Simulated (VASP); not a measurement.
# Sn (C2/m) in VASP: further runs

Runs on Sn. Level: PBEsol. Tasks: relaxation of cell and atoms, single point.

Program: VASP 6.6.1. These are calculated values, not measurements. Logs are shortened: lines on timing, memory, paths and dates and some standing lists are left out, and cuts for length are marked.

### 1 Starting point

Symmetry: C2/m, No. 12, monoclinic system. Conventional cell: a = 10.341 Å, b = 4.525 Å, c = 5.152 Å, α = 90.00°, β = 108.48°, γ = 90.00°. Around Sn (site symmetry 2/m) lie 10 Sn at 3.24 to 3.43 Å. Sn (site symmetry 2/m) is surrounded by 10 Sn at 3.23 to 3.43 Å. Sn (site symmetry m) has 10 Sn at 3.23 to 3.46 Å as nearest neighbours.

This isn't the form of Sn at room conditions, which is tetragonal (white tin).

### 2 Relaxation of cell and atoms, PBEsol

Input file INCAR:

```
PREC = Accurate
ENCUT = 300
EDIFF = 1E-7
ISMEAR = 0
SIGMA = 0.1
LREAL = F
LASPH = T
NELM = 60
ALGO = Fast
ISIF = 3
LWAVE = F
LCHARG = F
GGA = PS
IBRION = 2
NSW = 90
EDIFFG = -0.005
```

Input file KPOINTS:

```
Automatic mesh
0
Gamma
  10 10 10
```

Input file POSCAR:

```
Sn
1.0
    5.1704645300     -2.2627010000      0.0000000000
    5.1704645300      2.2627010000      0.0000000000
   -1.6331113200      0.0000000000      4.8867354400
Sn
4
Direct
    0.5000000000      0.5000000000      0.0000000000
    0.0000000000      0.0000000000      0.5000000000
    0.2472730000      0.2472730000      0.2446360000
    0.7527270000      0.7527270000      0.7553640000
```

Potentials or basis: VASP PAW PBE potentials, release 64 (Sn_d).

Command:

```sh
$ cat potpaw_PBE.64/Sn_d/POTCAR > POTCAR
$ mpirun -np 1 vasp_std > vasp.out
```

OUTCAR:

```text
PREC = Accurate
   ENCUT = 300
   EDIFF = 1E-7
   ISMEAR = 0
   LREAL = F
   LASPH = T
   NELM = 60
   ISIF = 3
   GGA = PS
   IBRION = 2
   NSW = 90
   EDIFFG = -0.005

 ion  position               nearest neighbor table
   1  0.500  0.500  0.000-   3 3.24   4 3.24   3 3.35   3 3.35   4 3.35   4 3.35   2 3.43   2 3.43
                             2 3.43   2 3.43
   2  0.000  0.000  0.500-   3 3.23   4 3.23   4 3.39   4 3.39   3 3.39   3 3.39   1 3.43   1 3.43
                             1 3.43   1 3.43
   3  0.247  0.247  0.245-   2 3.23   1 3.24   1 3.35   1 3.35   2 3.39   2 3.39   4 3.40   4 3.40
                             4 3.46   4 3.46
   4  0.753  0.753  0.755-   2 3.23   1 3.24   1 3.35   1 3.35   2 3.39   2 3.39   3 3.40   3 3.40
                             3 3.46   3 3.46

  LATTYP: Found a base centered monoclinic cell.
 ALAT       =    10.3409290600
 B/A-ratio  =     0.4376204472
 C/A-ratio  =     0.4982531984
 COS(beta)  =    -0.3169612239

  Lattice vectors:

 A1 = (   5.1704645300,  -2.2627010000,   0.0000000000)
 A2 = (   5.1704645300,   2.2627010000,   0.0000000000)
 A3 = (  -1.6331113200,   0.0000000000,   4.8867354400)

Analysis of symmetry for initial positions (statically):
=====================================================================
 Subroutine PRICEL returns:
 Original cell was already a primitive cell.

 Routine SETGRP: Setting up the symmetry group for a
 base centered monoclinic supercell.

 Subroutine GETGRP returns: Found  4 space group operations
 (whereof  4 operations were pure point group operations)
 out of a pool of  4 trial point group operations.

The static configuration has the point symmetry C_2h.

Analysis of symmetry for dynamics (positions and initial velocities):
=====================================================================
 Subroutine PRICEL returns:
 Original cell was already a primitive cell.

 Routine SETGRP: Setting up the symmetry group for a
 base centered monoclinic supercell.

 Subroutine GETGRP returns: Found  4 space group operations
 (whereof  4 operations were pure point group operations)
 out of a pool of  4 trial point group operations.

The dynamic configuration has the point symmetry C_2h.

 Subroutine INISYM returns: Found  4 space group operations
 (whereof  4 operations are pure point group operations),
 and found     1 'primitive' translations

----------------------------------------------------------------------------------------
[... 122 lines left out ...]
   GGA     = PS    functional components
   LHFCALC =     F    Hartree Fock is set to
   AEXX    =    0.0000 exact exchange contribution
   IVDW    =     0    specifies the selected vdW correction
   LEPSILON=     F    determine dielectric tensor
   LRPA    =     F    only Hartree local field effects (RPA)
 conjugate gradient relaxation of ions
 non-spin polarized calculation
 RMM-DIIS sequential band-by-band and
 Gauss-broadening in eV      SIGMA  =   0.10
  energy-cutoff  :      300.00
  volume of cell :      114.34
 maximum number of plane-waves:      1374
   NGX = 15   NGY = 15   NGZ = 15

--------------------------------------- Ionic step        1  -------------------------------------------

 number of electron      56.0000044 magnetization

 Free energy of the ion-electron system (eV)
  ---------------------------------------------------
  ext. energy  EPLUGINS =         0.00000000
  ---------------------------------------------------
  free energy    TOTEN  =       -16.76732585 eV

  energy without entropy =      -16.75556274  energy(sigma->0) =      -16.76144429

------------------------ aborting loop because EDIFF is reached ----------------------------------------

  FORCE on cell =-STRESS in cart. coord.  units (eV):
  Direction    XX          YY          ZZ          XY          YZ          ZX
  --------------------------------------------------------------------------------------
  -------------------------------------------------------------------------------------
  Total       -1.4384608     -3.3523944     -2.6365545      0.0000000      0.0000000     -0.4248213
  in kB      -20.1559402    -46.9742796    -36.9438186      0.0000000      0.0000000     -5.9526634
  external PRESSURE =     -34.6913461 kB  Pullay stress =       0.0000000 kB
[... 95 lines left out ...]
  FREE ENERGIE OF THE ION-ELECTRON SYSTEM (eV)
  ---------------------------------------------------
  free  energy   TOTEN  =       -16.8953224832 eV

  energy  without entropy=      -16.8841454482  energy(sigma->0) =      -16.88973397

[... ionic steps 4 to 28 ...]

--------------------------------------- Ionic step       29  -------------------------------------------

 number of electron      55.9999922 magnetization

------------------------ aborting loop because EDIFF is reached ----------------------------------------
[... 71 lines left out ...]
--------------------------------------- Ionic step       31  -------------------------------------------

 number of electron      55.9999919 magnetization

 Free energy of the ion-electron system (eV)
  ---------------------------------------------------
  ext. energy  EPLUGINS =         0.00000000
  ---------------------------------------------------
  free energy    TOTEN  =       -16.99326377 eV

  energy without entropy =      -16.98380053  energy(sigma->0) =      -16.98853215

 E-fermi :   8.4468     XC(G=0): -10.7081

 val. band max:        8.4459497379   @ k =   0.5000   0.1000   0.0000
 cond. band min:       8.4470596471   @ k =  -0.2000   0.2000   0.1000
 fundamental gap:      0.0011099092
 Fermi energy:         8.4467748678

 k-point     1 :       0.0000    0.0000    0.0000
  band No.  band energies     occupation
      1     -13.0639      2.00000
      2     -13.0180      2.00000
      3     -12.9861      2.00000
      4     -12.9654      2.00000
      5     -12.9589      2.00000
      6     -12.9586      2.00000
[... 853 lines left out ...]
     32      12.5501      0.00000
     33      12.6363      0.00000

 [... further k-points ...]

------------------------ aborting loop because EDIFF is reached ----------------------------------------

  FORCE on cell =-STRESS in cart. coord.  units (eV):
  Direction    XX          YY          ZZ          XY          YZ          ZX
  --------------------------------------------------------------------------------------
  -------------------------------------------------------------------------------------
  Total       -0.0033651     -0.0081746     -0.0061862      0.0000000      0.0000000     -0.0039436
  in kB       -0.0517915     -0.1258131     -0.0952109      0.0000000      0.0000000     -0.0606946
  external PRESSURE =      -0.0909385 kB  Pullay stress =       0.0000000 kB
[... 19 lines left out ...]
  FREE ENERGIE OF THE ION-ELECTRON SYSTEM (eV)
  ---------------------------------------------------
  free  energy   TOTEN  =       -16.9932637731 eV

  energy  without entropy=      -16.9838005329  energy(sigma->0) =      -16.98853215

 reached required accuracy - stopping structural energy minimisation
```

CONTCAR:

```text
Sn
   1.00000000000000
     5.5060754404694601   -1.9792048738256567   -0.0373304376622059
     5.5060754404694601    1.9792048738256567   -0.0373304376622059
    -1.7912843248070227    0.0000000000000000    4.7883994630168099
  Sn
     4
Direct
     0.5000000000000000    0.5000000000000000    0.0000000000000000
     0.0000000000000000    0.0000000000000000    0.5000000000000000
     0.2500942085900592    0.2500942085900592    0.2500244955268128
     0.7499057914099410    0.7499057914099410    0.7499755044731874

  0.00000000E+00  0.00000000E+00  0.00000000E+00
  0.00000000E+00  0.00000000E+00  0.00000000E+00
  0.00000000E+00  0.00000000E+00  0.00000000E+00
  0.00000000E+00  0.00000000E+00  0.00000000E+00
```

Wall time 65 min (1 thread of Intel Xeon 6975P-C (Granite Rapids), shared host); peak memory 0.48 GiB.

What came out:

- Free energy: -16.9933 eV
- Relaxed volume: 26.02 Å³/atom
- Relaxed cell: a = 5.851 Å, b = 5.851 Å, c = 5.112 Å, α = 109.61°, β = 109.61°, γ = 39.54°
- Space group after relaxing (to 0.05 Å): Immm (No. 71)
- Energy gained by relaxing: 56.5 meV/atom
- Ionic steps: 31
- Pressure after relaxing: 0.0 GPa
- Band gap on the k mesh: none (metal or under the smearing width)

Forces on the atoms (eV/Å):
```
Sn   0.000  0.000  0.000
Sn   0.000  0.000  0.000
Sn  -0.002  0.000  0.001
Sn   0.002  0.000 -0.001
```

The path:
| step | energy change (eV) | largest force (eV/Å) | pressure (GPa) | volume (Å³) |
| --- | --- | --- | --- | --- |
| 1 | 0.0000 | 0.0397 | -3.47 | 114.34 |
| 2 | -0.1279 | 0.0617 | 0.69 | 104.38 |
| 3 | -0.1280 | 0.0612 | 0.52 | 104.68 |
| 4 | -0.1626 | 0.0578 | 0.37 | 104.47 |
| 5 | -0.1994 | 0.0447 | 0.38 | 103.77 |
| 6 | -0.2057 | 0.0369 | 0.48 | 103.43 |
| 7 | -0.2118 | 0.0242 | 0.86 | 102.63 |
| 8 | -0.2068 | 0.0111 | -1.37 | 106.66 |
| 9 | -0.2172 | 0.0187 | -0.13 | 104.30 |
| 10 | -0.2198 | 0.0132 | -0.06 | 104.16 |
| 11 | -0.2202 | 0.0114 | -0.02 | 104.10 |
| 12 | -0.2201 | 0.0082 | 0.04 | 103.99 |
| 13 | -0.2203 | 0.0108 | 0.00 | 104.06 |
| 14 | -0.2218 | 0.0071 | 0.04 | 104.00 |
| 15 | -0.2237 | 0.0080 | 0.12 | 103.87 |
| 16 | -0.2239 | 0.0260 | 0.36 | 103.53 |
| 17 | -0.2250 | 0.0139 | 0.19 | 103.73 |
| 18 | -0.2250 | 0.0185 | 0.24 | 103.66 |
| 19 | -0.2252 | 0.0169 | -0.21 | 104.44 |
| 20 | -0.2254 | 0.0174 | -0.01 | 104.11 |
| 21 | -0.2257 | 0.0122 | 0.01 | 104.07 |
| 22 | -0.2259 | 0.0077 | 0.04 | 104.02 |
| 23 | -0.2259 | 0.0064 | 0.04 | 104.01 |
| 24 | -0.2259 | 0.0058 | 0.05 | 104.00 |
| 25 | -0.2259 | 0.0079 | 0.05 | 104.01 |
| 26 | -0.2259 | 0.0027 | -0.05 | 104.19 |
| 27 | -0.2259 | 0.0056 | 0.00 | 104.13 |
| 28 | -0.2259 | 0.0029 | -0.03 | 104.15 |
| 29 | -0.2259 | 0.0053 | -0.02 | 104.15 |
| 30 | -0.2259 | 0.0018 | -0.02 | 104.12 |
| 31 | -0.2259 | 0.0020 | -0.01 | 104.10 |

Final structure:
```
Sn
1.0
     5.50608   -1.97920   -0.03733
     5.50608    1.97920   -0.03733
    -1.79128    0.00000    4.78840
Sn
4
Direct
  0.50000 0.50000 0.00000
  0.00000 0.00000 0.50000
  0.25009 0.25009 0.25002
  0.74991 0.74991 0.74998
```

Levels at points of the mesh, in eV from the Fermi level:
| k point | band 26 | band 27 | band 28 | band 29 | band 30 | band 31 |
| --- | --- | --- | --- | --- | --- | --- |
| (0.00, 0.00, 0.00) | -2.60 | -2.60 | 0.06 | 0.06 | 1.57 | 1.57 |
| (0.50, 0.00, 0.00) | -2.31 | -1.25 | -1.25 | -0.08 | -0.08 | 1.43 |
| (0.50, 0.50, 0.00) | -1.56 | -1.04 | 1.38 | 2.11 | 2.11 | 3.06 |
| (0.00, 0.00, 0.50) | -1.41 | 0.71 | 0.71 | 1.80 | 1.80 | 2.81 |
| (0.50, 0.00, 0.50) | -4.54 | -1.77 | -1.77 | 0.02 | 0.02 | 3.49 |
| (0.50, 0.50, 0.50) | 0.12 | 0.36 | 0.36 | 2.02 | 2.02 | 2.14 |

Caveat: the PAW data sets were made with another functional, which shifts forces and pressure a little.

### 3 Relaxation of cell and atoms, PBEsol

Edit INCAR of step 2 so:

```diff
@@ -1,3 +1,3 @@
 PREC = Accurate
-ENCUT = 300
+ENCUT = 600
 EDIFF = 1E-7
```

Input file KPOINTS:

```
Automatic mesh
0
Gamma
  4 4 4
```

POSCAR is that of step 2.

Potentials or basis: VASP PAW PBE potentials, release 64 (Sn_d).

Command:

```sh
$ cat potpaw_PBE.64/Sn_d/POTCAR > POTCAR
$ mpirun -np 1 vasp_std > vasp.out
```

OUTCAR:

```text
PREC = Accurate
   ENCUT = 600
   EDIFF = 1E-7
   ISMEAR = 0
   LREAL = F
   LASPH = T
   NELM = 60
   ISIF = 3
   GGA = PS
   IBRION = 2
   NSW = 90
   EDIFFG = -0.005

 ion  position               nearest neighbor table
   1  0.500  0.500  0.000-   3 3.24   4 3.24   3 3.35   3 3.35   4 3.35   4 3.35   2 3.43   2 3.43
                             2 3.43   2 3.43
   2  0.000  0.000  0.500-   3 3.23   4 3.23   4 3.39   4 3.39   3 3.39   3 3.39   1 3.43   1 3.43
                             1 3.43   1 3.43
   3  0.247  0.247  0.245-   2 3.23   1 3.24   1 3.35   1 3.35   2 3.39   2 3.39   4 3.40   4 3.40
                             4 3.46   4 3.46
   4  0.753  0.753  0.755-   2 3.23   1 3.24   1 3.35   1 3.35   2 3.39   2 3.39   3 3.40   3 3.40
                             3 3.46   3 3.46

  LATTYP: Found a base centered monoclinic cell.
 ALAT       =    10.3409290600
 B/A-ratio  =     0.4376204472
 C/A-ratio  =     0.4982531984
 COS(beta)  =    -0.3169612239

  Lattice vectors:

 A1 = (   5.1704645300,  -2.2627010000,   0.0000000000)
 A2 = (   5.1704645300,   2.2627010000,   0.0000000000)
 A3 = (  -1.6331113200,   0.0000000000,   4.8867354400)

Analysis of symmetry for initial positions (statically):
[... 183 lines left out ...]

  FORCE on cell =-STRESS in cart. coord.  units (eV):
  Direction    XX          YY          ZZ          XY          YZ          ZX
  --------------------------------------------------------------------------------------
  -------------------------------------------------------------------------------------
  Total       -2.4231786     -1.8935368     -2.1680888      0.0000000      0.0000000      0.6564170
  in kB      -33.9539615    -26.5325364    -30.3796022      0.0000000      0.0000000      9.1978194
  external PRESSURE =     -30.2887000 kB  Pullay stress =       0.0000000 kB
[... 95 lines left out ...]
  FREE ENERGIE OF THE ION-ELECTRON SYSTEM (eV)
  ---------------------------------------------------
  free  energy   TOTEN  =       -16.8882084397 eV

  energy  without entropy=      -16.8798746601  energy(sigma->0) =      -16.88404155

[... ionic steps 4 to 37 ...]

--------------------------------------- Ionic step       38  -------------------------------------------

 number of electron      56.0000003 magnetization

------------------------ aborting loop because EDIFF is reached ----------------------------------------
[... 71 lines left out ...]
--------------------------------------- Ionic step       40  -------------------------------------------

 number of electron      56.0000003 magnetization

 Free energy of the ion-electron system (eV)
  ---------------------------------------------------
  ext. energy  EPLUGINS =         0.00000000
  ---------------------------------------------------
  free energy    TOTEN  =       -16.94246826 eV

  energy without entropy =      -16.93783540  energy(sigma->0) =      -16.94015183

 E-fermi :   8.3595     XC(G=0): -10.6090

 val. band max:        8.2259216972   @ k =   0.2500   0.2500   0.0000
 cond. band min:       8.4190817463   @ k =   0.2500   0.0000   0.2500
 fundamental gap:      0.1931600491
 Fermi energy:         8.3594840574

 k-point     1 :       0.0000    0.0000    0.0000
  band No.  band energies     occupation
      1     -13.3150      2.00000
      2     -13.2544      2.00000
      3     -13.2490      2.00000
      4     -13.2431      2.00000
      5     -13.1941      2.00000
      6     -13.1941      2.00000
[... 884 lines left out ...]
  FREE ENERGIE OF THE ION-ELECTRON SYSTEM (eV)
  ---------------------------------------------------
  free  energy   TOTEN  =       -16.9424682642 eV

  energy  without entropy=      -16.9378353991  energy(sigma->0) =      -16.94015183

 reached required accuracy - stopping structural energy minimisation
```

OSZICAR:

```text
N       E                     dE             d eps       ncg     rms          rms(c)
DAV:   1     0.564576849523E+03    0.56458E+03   -0.31271E+04  1592   0.287E+03
DAV:   2     0.571017910815E+02   -0.50748E+03   -0.50325E+03  1584   0.649E+02
DAV:   3    -0.137100581844E+02   -0.70812E+02   -0.70072E+02  1870   0.211E+02
[... 447 lines left out ...]
RMM:   2    -0.169424759493E+02    0.27646E-04   -0.63319E-05  1764   0.974E-02    0.164E-02
RMM:   3    -0.169424671030E+02    0.88463E-05   -0.24142E-05  1714   0.508E-02    0.324E-03
RMM:   4    -0.169424680437E+02   -0.94063E-06   -0.64205E-06  2071   0.202E-02    0.210E-03
RMM:   5    -0.169424682539E+02   -0.21026E-06   -0.14532E-06  1817   0.871E-03    0.238E-03
RMM:   6    -0.169424682642E+02   -0.10285E-07   -0.14330E-07   965   0.352E-03
  40 F= -.16942468E+02 E0= -.16940152E+02  d E =-.487998E-05
```

Run time: 28 min. Hardware: 1 thread of Intel Xeon 6975P-C (Granite Rapids), shared host; peak memory 0.39 GiB.

Results:

```
Free energy                            : -16.9425 eV
Relaxed volume                         : 26.54 Å³/atom
Relaxed cell                           : a = 5.743 Å, b = 5.743 Å, c = 4.556 Å, α = 106.94°, β = 106.94°, γ = 48.19°
Space group after relaxing (to 0.05 Å) : C2/m (No. 12)
Energy gained by relaxing              : 33.0 meV/atom
Ionic steps                            : 40
Pressure after relaxing                : 0.0 GPa
Largest force after relaxing           : 0.004 eV/Å
Band gap on the k mesh                 : none (metal or under the smearing width)
```

Forces on the atoms (eV/Å):
```
Sn   0.000  0.000  0.000
Sn   0.000  0.000  0.000
Sn  -0.003  0.000 -0.003
Sn   0.003  0.000  0.003
```

The path:
| step | energy change (eV) | largest force (eV/Å) | pressure (GPa) | volume (Å³) |
| --- | --- | --- | --- | --- |
| 1 | 0.0000 | 0.0373 | -3.03 | 114.34 |
| 2 | -0.0731 | 0.0488 | 0.90 | 105.62 |
| 3 | -0.0775 | 0.0467 | 0.06 | 107.17 |
| 4 | -0.0812 | 0.0405 | 0.09 | 107.14 |
| 5 | -0.0912 | 0.0284 | 0.13 | 107.01 |
| 6 | -0.0960 | 0.0083 | 0.14 | 106.61 |
| 7 | -0.0599 | 0.0400 | 0.50 | 105.32 |
| 8 | -0.1017 | 0.0108 | 0.18 | 106.33 |
| 9 | -0.1019 | 0.0121 | 0.18 | 106.39 |
| 10 | -0.1054 | 0.0083 | -0.01 | 106.70 |
| 11 | -0.1068 | 0.0080 | -0.14 | 106.97 |
| 12 | -0.1103 | 0.0149 | -0.42 | 107.48 |
| 13 | -0.0975 | 0.0383 | -0.93 | 108.40 |
| 14 | -0.1119 | 0.0174 | -0.51 | 107.66 |
| 15 | -0.1121 | 0.0228 | -0.61 | 107.82 |
| 16 | -0.1122 | 0.0198 | -0.57 | 107.75 |
| 17 | -0.1151 | 0.0251 | -0.54 | 107.61 |
| 18 | -0.1158 | 0.0274 | -0.52 | 107.53 |
| 19 | -0.1196 | 0.0264 | -0.38 | 107.17 |
| 20 | -0.1272 | 0.0249 | 0.11 | 106.07 |
| 21 | -0.1172 | 0.0220 | 1.29 | 103.89 |
| 22 | -0.1281 | 0.0244 | 0.33 | 105.59 |
| 23 | -0.1299 | 0.0214 | 0.16 | 105.85 |
| 24 | -0.1310 | 0.0189 | -0.03 | 106.17 |
| 25 | -0.1311 | 0.0182 | -0.09 | 106.31 |
| 26 | -0.1316 | 0.0164 | -0.04 | 106.24 |
| 27 | -0.1316 | 0.0159 | -0.03 | 106.21 |
| 28 | -0.1317 | 0.0156 | -0.02 | 106.20 |
| 29 | -0.1317 | 0.0153 | -0.03 | 106.20 |
| 30 | -0.1317 | 0.0138 | 0.00 | 106.15 |
| 31 | -0.1317 | 0.0126 | 0.06 | 106.05 |
| 32 | -0.1317 | 0.0109 | 0.06 | 106.07 |
| 33 | -0.1318 | 0.0080 | 0.02 | 106.13 |
| 34 | -0.1318 | 0.0067 | -0.03 | 106.17 |
| 35 | -0.1318 | 0.0066 | -0.01 | 106.17 |
| 36 | -0.1318 | 0.0062 | -0.01 | 106.19 |
| 37 | -0.1318 | 0.0060 | -0.04 | 106.21 |
| 38 | -0.1318 | 0.0053 | -0.03 | 106.19 |
| 39 | -0.1318 | 0.0041 | -0.01 | 106.17 |
| 40 | -0.1318 | 0.0042 | 0.01 | 106.15 |

Final structure:
```cif
data_structure
_symmetry_space_group_name_H-M 'P 1'
_symmetry_Int_Tables_number 1
_cell_length_a 5.7431
_cell_length_b 5.7431
_cell_length_c 4.5556
_cell_angle_alpha 106.937
_cell_angle_beta 106.937
_cell_angle_gamma 48.195
_cell_volume 106.15
loop_
_atom_site_label
_atom_site_type_symbol
_atom_site_fract_x
_atom_site_fract_y
_atom_site_fract_z
_atom_site_occupancy
Sn1 Sn 0.50000 0.50000 0.00000 1
Sn2 Sn 0.00000 0.00000 0.50000 1
Sn3 Sn 0.25025 0.25025 0.25041 1
Sn4 Sn 0.74975 0.74975 0.74959 1
```

Caveat: the k mesh is coarse (spacing up to 0.38 Å⁻¹), so the values aren't converged; the PAW data sets were made with another functional, which shifts forces and pressure a little.

(Part 1 of 2 ends here.)
